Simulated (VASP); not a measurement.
# FeGe7 (a cell with a defect) in VASP: relaxation of the atoms with PBE

Aim: the relaxation of the atoms of FeGe7 (a cell with a defect) with PBE.

All numbers are computed with VASP 6.6.1; they aren't measurements. Logs are shortened: lines on timing, memory, paths and dates and some standing lists are left out, and cuts for length are marked.

## (1) Starting point

The cell holds a defect, 8 atoms: a = 5.761 Å, b = 5.761 Å, c = 5.761 Å, α = 90.00°, β = 90.00°, γ = 90.00°.

## (2) Relaxation of the atoms, PBE, collinear spin, ferromagnetic start

File INCAR:

```
ALGO = Normal
AMIX = 0.2
AMIX_MAG = 0.8
BMIX = 1E-4
BMIX_MAG = 1E-4
EDIFF = 1E-6
EDIFFG = -0.025
ENCUT = 450
GGA = PE
IBRION = 2
ICORELEVEL = 1
ISIF = 2
ISMEAR = 1
ISPIN = 2
ISYM = 0
KPAR = 2
LASPH = True
LCHARG = False
LMAXMIX = 4
LORBIT = 11
LREAL = Auto
LWAVE = False
MAGMOM = 4 0 0 0 0 0 0 0
NELM = 150
NSW = 70
PREC = Normal
SIGMA = 0.1
```

File KPOINTS:

```
k-points
0
Gamma
  5 5 5
```

File POSCAR:

```
FeGe7
1.0
    0.0000000000      0.0000000000     -5.7610020000
    0.0000000000     -5.7610020000      0.0000000000
   -5.7610020000      0.0000000000      0.0000000000
Fe Ge
1 7
Direct
    0.5000000000      0.5000000000      0.0000000000
    0.5000000000      0.0000000000      0.5000000000
    0.0000000000      0.5000000000      0.5000000000
    0.0000000000      0.0000000000      0.0000000000
    0.2500000000      0.2500000000      0.7500000000
    0.2500000000      0.7500000000      0.2500000000
    0.7500000000      0.2500000000      0.2500000000
    0.7500000000      0.7500000000      0.7500000000
```

Potentials or basis: VASP PAW PBE potentials, release 64 (Fe, Ge_d).

The run is started by

```bash
cat potpaw_PBE.64/Fe/POTCAR potpaw_PBE.64/Ge_d/POTCAR > POTCAR
mpirun -np 2 vasp_std > vasp.out
```

OUTCAR:

```text
AMIX = 0.2
   AMIX_MAG = 0.8
   EDIFF = 1E-6
   EDIFFG = -0.025
   ENCUT = 450
   GGA = PE
   IBRION = 2
   ISIF = 2
   ISMEAR = 1
   ISPIN = 2
   ISYM = 0
   LASPH = True
   LORBIT = 11
   LREAL = Auto
   NELM = 150
   NSW = 70
   PREC = Normal

 ion  position               nearest neighbor table
   1  0.500  0.500  0.000-   5 2.49   6 2.49   7 2.49   8 2.49
   2  0.500  0.000  0.500-   5 2.49   6 2.49   7 2.49   8 2.49
   3  0.000  0.500  0.500-   5 2.49   6 2.49   7 2.49   8 2.49
   4  0.000  0.000  0.000-   5 2.49   6 2.49   7 2.49   8 2.49
   5  0.250  0.250  0.750-   1 2.49   2 2.49   3 2.49   4 2.49
   6  0.250  0.750  0.250-   1 2.49   2 2.49   3 2.49   4 2.49
   7  0.750  0.250  0.250-   1 2.49   2 2.49   3 2.49   4 2.49
   8  0.750  0.750  0.750-   1 2.49   2 2.49   3 2.49   4 2.49

IMPORTANT INFORMATION: All symmetrisations will be switched off!
NOSYMM: (Re-)initialisation of all symmetry stuff for point group C_1.

----------------------------------------------------------------------------------------

                                     Primitive cell

  volume of cell :     191.2027

  direct lattice vectors                    reciprocal lattice vectors
     0.000000000  0.000000000 -5.761002000     0.000000000  0.000000000 -0.173580915
     0.000000000 -5.761002000  0.000000000     0.000000000 -0.173580915  0.000000000
    -5.761002000  0.000000000  0.000000000    -0.173580915  0.000000000  0.000000000

  length of vectors
     5.761002000  5.761002000  5.761002000     0.173580915  0.173580915  0.173580915

  position of ions in fractional coordinates (direct lattice)
     0.500000000  0.500000000  0.000000000
     0.500000000  0.000000000  0.500000000
     0.000000000  0.500000000  0.500000000
     0.000000000  0.000000000  0.000000000
     0.250000000  0.250000000  0.750000000
     0.250000000  0.750000000  0.250000000
     0.750000000  0.250000000  0.250000000
     0.750000000  0.750000000  0.750000000

  ion indices of the primitive-cell ions
   primitive index   ion index
                 1           1
                 2           2
                 3           3
                 4           4
                 5           5
                 6           6
                 7           7
                 8           8

----------------------------------------------------------------------------------------

 KPOINTS: k-points

Automatic generation of k-mesh.
 Grid dimensions read from file:
 generate k-points for:    5    5    5

 Generating k-lattice:

  Cartesian coordinates                     Fractional coordinates (reciprocal lattice)
     0.000000000  0.000000000 -0.034716183     0.200000000  0.000000000  0.000000000
     0.000000000 -0.034716183  0.000000000     0.000000000  0.200000000  0.000000000
    -0.034716183  0.000000000  0.000000000     0.000000000  0.000000000  0.200000000

  Length of vectors
     0.034716183  0.034716183  0.034716183

  Shift w.r.t. Gamma in fractional coordinates (k-lattice)
     0.000000000  0.000000000  0.000000000

 Subroutine IBZKPT returns following result:
 ===========================================

 Found     63 irreducible k-points:

 Following reciprocal coordinates:
            Coordinates               Weight
  0.000000  0.000000  0.000000      1.000000
  0.200000  0.000000  0.000000      2.000000
  0.000000  0.200000  0.000000      2.000000
  0.000000  0.000000  0.200000      2.000000
  0.400000  0.000000  0.000000      2.000000
  0.000000  0.400000  0.000000      2.000000
[... 16 lines left out ...]
  0.000000 -0.200000  0.400000      2.000000
  0.400000 -0.200000  0.000000      2.000000
 [... further k-points ...]
   k-points           NKPTS =     63   k-points in BZ     NKDIM =     63   number of bands    NBANDS=     65
   number of dos      NEDOS =    301   number of ions     NIONS =      8
   total plane-waves  NPLWV =  27000
   dimension x,y,z NGX =    30 NGY =   30 NGZ =   30
   dimension x,y,z NGXF=    60 NGYF=   60 NGZF=   60
   ions per type =               1   7
   NGX,Y,Z   is equivalent  to a cutoff of   8.66,  8.66,  8.66 a.u.
   NGXF,Y,Z  is equivalent  to a cutoff of  17.31, 17.31, 17.31 a.u.
 SYSTEM =  unknown system
   PREC   = normal    normal or accurate (medium, high low for compatibility)
   ISTART =      0    job   : 0-new  1-cont  2-samecut
   ICHARG =      2    charge: 1-file 2-atom 10-const
   ISPIN  =      2    spin polarized calculation?
   LNONCOLLINEAR =      F non collinear calculations
   LSORBIT =      F    spin-orbit coupling
   LASPH  =      T    aspherical Exc in radial PAW
   ENCUT  =  450.0 eV  33.07 Ry    5.75 a.u.   9.96  9.96  9.96*2*pi/ulx,y,z
   NELM   =    150;   NELMIN=  2; NELMDL= -5     # of ELM steps
   EDIFF  = 0.1E-05   stopping-criterion for ELM
   LREAL  =      T    real-space projection
   EDIFFG = -.3E-01   stopping-criterion for IOM
   NSW    =     70    number of steps for IOM
   IBRION =      2    ionic relax: 0-MD 1-quasi-New 2-CG
   NFREE  =      1    steps in history (QN), initial steepest desc. (CG)
   ISIF   =      2    stress and relaxation
   ISYM   =      0    0-nonsym 1-usesym 2-fastsym
   POTIM  = 0.5000    time-step for ionic-motion
   TEBEG  =    0.0;   TEEND  =   0.0 temperature during run
   PSTRESS=    0.0 pullay stress
   NELECT =     106.0000    total number of electrons
   NUPDOWN=      -1.0000    fix difference up-down
   EMIN   =  10.00;   EMAX   =-10.00  energy-range for DOS
   EFERMI =   0.00;   METHOD = LEGACY
   ISMEAR =     1;   SIGMA  =   0.10  broadening in eV -4-tet -1-fermi 0-gaus
   EFERMI_NEDOS =   21; number of points for ismear=-14 and -15
   IALGO  =     38    algorithm
   IMIX   =      4    mixing-type and parameters
     AMIX     =   0.20;   BMIX     =  0.00
     AMIX_MAG =   0.80;   BMIX_MAG =  0.00
  volume/ion in A,a.u.               =      23.90       161.29
  Fermi-wavevector in a.u.,A,eV,Ry     =   1.344865  2.541427 24.608346  1.808662
  Thomas-Fermi vector in A             =   2.472824
   LORBIT       =     11    0 simple, 1 ext, 2 COOP (PROOUT), +10 PAW based schemes
   GGA     = PE    functional components
   LHFCALC =     F    Hartree Fock is set to
   AEXX    =    0.0000 exact exchange contribution
   IVDW    =     0    specifies the selected vdW correction
   LEPSILON=     F    determine dielectric tensor
   LRPA    =     F    only Hartree local field effects (RPA)
 conjugate gradient relaxation of ions
 spin polarized calculation
 Methfessel and Paxton  Order N= 1 SIGMA  =   0.10
  energy-cutoff  :      450.00
  volume of cell :      191.20
 maximum number of plane-waves:      4158
   NGX = 19   NGY = 19   NGZ = 19

--------------------------------------- Ionic step        1  -------------------------------------------

 number of electron     106.0000813 magnetization       2.3485157

 Free energy of the ion-electron system (eV)
  ---------------------------------------------------
  ext. energy  EPLUGINS =         0.00000000
  ---------------------------------------------------
  free energy    TOTEN  =       -37.85212802 eV

  energy without entropy =      -37.84953508  energy(sigma->0) =      -37.85126371

------------------------ aborting loop because EDIFF is reached ----------------------------------------

  FORCE on cell =-STRESS in cart. coord.  units (eV):
  Direction    XX          YY          ZZ          XY          YZ          ZX
  --------------------------------------------------------------------------------------
  -------------------------------------------------------------------------------------
  Total       -1.9230539     -1.9219571     -1.9241006     -0.0000137     -0.0000300      0.0000097
  in kB      -16.1141711    -16.1049799    -16.1229416     -0.0001145     -0.0002512      0.0000814
  external PRESSURE =     -16.1140308 kB  Pullay stress =       0.0000000 kB
[... 69 lines left out ...]
  energy  without entropy=      -37.9238573740  energy(sigma->0) =      -37.92402950

--------------------------------------- Ionic step        3  -------------------------------------------

 number of electron     105.9999581 magnetization       2.1290878

 Free energy of the ion-electron system (eV)
  ---------------------------------------------------
  ext. energy  EPLUGINS =         0.00000000
  ---------------------------------------------------
  free energy    TOTEN  =       -37.96771580 eV

  energy without entropy =      -37.96923753  energy(sigma->0) =      -37.96822304

 the core state eigenenergies are
   1-  1s  -6988.3069  2s   -809.2903  2p   -688.0465  3s    -83.2652  3p    -49.3532

   2-  1s -10951.1470  2s  -1362.9347  2p  -1189.8007  3s   -159.8342  3p   -106.9627

   3-  1s -10951.1470  2s  -1362.9348  2p  -1189.8008  3s   -159.8343  3p   -106.9628

   4-  1s -10951.1470  2s  -1362.9347  2p  -1189.8007  3s   -159.8343  3p   -106.9628

   5-  1s -10950.9902  2s  -1362.7881  2p  -1189.6530  3s   -159.6870  3p   -106.8155

   6-  1s -10950.9902  2s  -1362.7881  2p  -1189.6530  3s   -159.6870  3p   -106.8155

   7-  1s -10950.9902  2s  -1362.7881  2p  -1189.6530  3s   -159.6870  3p   -106.8155

   8-  1s -10950.9902  2s  -1362.7881  2p  -1189.6530  3s   -159.6870  3p   -106.8155

 E-fermi :   3.6263     XC(G=0):  -9.6349

 val. band max:        3.6094814962   @ k =   0.4000   0.2000   0.4000
 cond. band min:       3.6676798903   @ k =   0.0000   0.4000   0.4000
 fundamental gap:      0.0581983941
 Fermi energy:         3.6263479334

 spin component 1

 k-point     1 :       0.0000    0.0000    0.0000
  band No.  band energies     occupation
      1     -20.7751      1.00000
      2     -20.7751      1.00000
      3     -20.7751      1.00000
      4     -20.7684      1.00000
      5     -20.7684      1.00000
      6     -20.7684      1.00000
[... 1621 lines left out ...]
     64       8.9155      0.00000
     65       9.1989      0.00000

 [... further k-points ...]

 spin component 2

 k-point     1 :       0.0000    0.0000    0.0000
  band No.  band energies     occupation
      1     -20.7750      1.00000
      2     -20.7750      1.00000
      3     -20.7750      1.00000
      4     -20.7676      1.00000
      5     -20.7675      1.00000
      6     -20.7675      1.00000
[... 1658 lines left out ...]
  FREE ENERGIE OF THE ION-ELECTRON SYSTEM (eV)
  ---------------------------------------------------
  free  energy   TOTEN  =       -37.9677158027 eV

  energy  without entropy=      -37.9692375266  energy(sigma->0) =      -37.96822304

 reached required accuracy - stopping structural energy minimisation

 total charge

# of ion       s       p       d       tot
------------------------------------------
    1        0.458   0.328   6.251   7.037
    2        1.156   1.145  10.011  12.311
    3        1.156   1.145  10.011  12.311
    4        1.156   1.145  10.011  12.311
    5        1.159   1.165  10.012  12.336
    6        1.159   1.165  10.012  12.336
    7        1.159   1.165  10.012  12.336
    8        1.159   1.165  10.012  12.336
--------------------------------------------------
tot          8.559   8.423  76.335  93.317

 magnetization (x)

# of ion       s       p       d       tot
------------------------------------------
    1        0.026   0.007   2.247   2.279
    2        0.005   0.009  -0.002   0.013
    3        0.005   0.009  -0.002   0.013
    4        0.005   0.009  -0.002   0.013
    5       -0.001  -0.064   0.004  -0.062
    6       -0.001  -0.064   0.004  -0.062
    7       -0.001  -0.064   0.004  -0.062
    8       -0.001  -0.064   0.004  -0.062
--------------------------------------------------
tot          0.036  -0.222   2.258   2.072
```

It took 10 min on 2 MPI ranks of Intel Xeon 6975P-C (Granite Rapids), shared host; peak memory 0.72 GiB.

What came out:

```yaml
Free_energy: -37.9677 eV
Energy_gained_by_relaxing: 14.4 meV/atom
Ionic_steps: 3
Pressure_after_relaxing: -2.4 GPa
Largest_force_after_relaxing: 0.004 eV/Å
Band_gap_on_the_k_mesh: none (metal or under the smearing width)
Net_moment: 2.13 μB per cell
Site_moments: Fe +2.28; Ge +0.01, -0.06 μB
Valence_electrons_inside_the_program's_atomic_spheres: Fe 7.04; Ge 12.31, 12.34
```

Forces on the atoms (eV/Å):
```
Fe   0.000  0.000  0.000
Ge   0.000  0.000  0.000
Ge   0.000  0.000  0.000
Ge   0.000  0.000  0.000
Ge  -0.003 -0.003 -0.003
Ge   0.003  0.003 -0.003
Ge   0.003 -0.003  0.003
Ge  -0.003  0.003  0.003
```

The path:
```csv
step,energy change (eV),largest force (eV/Å),pressure (GPa)
1,0.0000,0.6808,-1.61
2,-0.0720,0.4172,-2.05
3,-0.1156,0.0045,-2.37
```

Final structure:
```
Fe Ge
1.0
     0.00000    0.00000   -5.76100
     0.00000   -5.76100    0.00000
    -5.76100    0.00000    0.00000
Fe Ge
1 7
Direct
  0.50000 0.50000 0.00000
  0.50000 0.00000 0.50000
  0.00000 0.50000 0.50000
  0.00000 0.00000 0.00000
  0.25850 0.25850 0.75850
  0.25850 0.74150 0.24150
  0.74150 0.25850 0.24150
  0.74150 0.74150 0.75850
```

Levels at points of the mesh, in eV from the Fermi level:
Spin up:
```tsv
k point	band 52	band 53	band 54	band 55	band 56	band 57
(0.00, 0.00, 0.00)	-1.38	-1.38	0.83	1.63	1.63	1.63
```
Spin down:
```
           k point  band 49  band 50  band 51  band 52  band 53  band 54  band 55  band 56
(0.00, 0.00, 0.00)    -0.81    -0.81    -0.81    -0.58    -0.58     0.83     1.91     1.91
```

Core levels (eV, on the scale of the bands):
| atom | levels |
| --- | --- |
| 1 Fe | 1s -6988.3, 2s -809.3, 2p -688.0, 3s -83.3, 3p -49.4 |
| 2 Ge | 1s -10951.1, 2s -1362.9, 2p -1189.8, 3s -159.8, 3p -107.0 |
| 3 Ge | 1s -10951.1, 2s -1362.9, 2p -1189.8, 3s -159.8, 3p -107.0 |
| 4 Ge | 1s -10951.1, 2s -1362.9, 2p -1189.8, 3s -159.8, 3p -107.0 |
| 5 Ge | 1s -10951.0, 2s -1362.8, 2p -1189.7, 3s -159.7, 3p -106.8 |
| 6 Ge | 1s -10951.0, 2s -1362.8, 2p -1189.7, 3s -159.7, 3p -106.8 |
